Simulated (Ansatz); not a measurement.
Wires are cut from relaxed bulk V (Im-3m, 13.46 Å³/atom, gap on the mesh 0.00 eV); atoms and period are relaxed, and energies count from that bulk.

The calculation used Ansatz 0.2.0, DFT PBE, scalar-relativistic, plane waves, PAW.

Plane waves to 420 eV, a k mesh through Γ of 1×1×8 on the computed 7-atom cell and Gaussian smearing (0.05 eV); no spin polarisation.

Start ([110] wire, 7 host atoms a period):

```xyz
7
Lattice="11.1000 0.0000 0.0000 0.0000 13.8000 0.0000 0.0000 0.0000 4.2387" Properties=species:S:1:pos:R:3 pbc="T T T"
V     6.6097    7.6493    0.0000
V     6.6097    4.6521    0.0000
V     4.4903    7.6493    2.1194
V     4.4903    4.6521    2.1194
V     4.4903    9.1479    0.0000
V     4.4903    6.1507    0.0000
V     6.6097    6.1507    2.1194
```

Q: Give the relaxed structure and its energy.

A: The free energy falls by 683 meV/atom. It ends far from its start (an atom moved by over half a bond, or the period changed much).

- excess energy (eV per host atom): 1.412
- line energy (eV/Å): 3.376
- period (Å): 2.927
- gap on the mesh (eV): 0

Relaxed structure:
```
CELL_PARAMETERS angstrom
11.10000 0.00000 0.00000
0.00000 13.80000 0.00000
0.00000 0.00000 2.92692
ATOMIC_POSITIONS crystal
V 0.57602 0.59040 0.00000
V 0.58583 0.30690 0.00000
V 0.38602 0.57217 0.50000
V 0.42495 0.29633 0.50000
V 0.44615 0.69614 0.00000
V 0.39569 0.43067 0.00000
V 0.58987 0.44449 0.50000
```

Each run keeps its start's symmetry and one magnetic start, so lower states can exist.

Time: 100 s on 4 threads of Intel(R) Xeon(R) Platinum 8488C (Sapphire Rapids), with other jobs on the host, peak memory 1.1 GiB.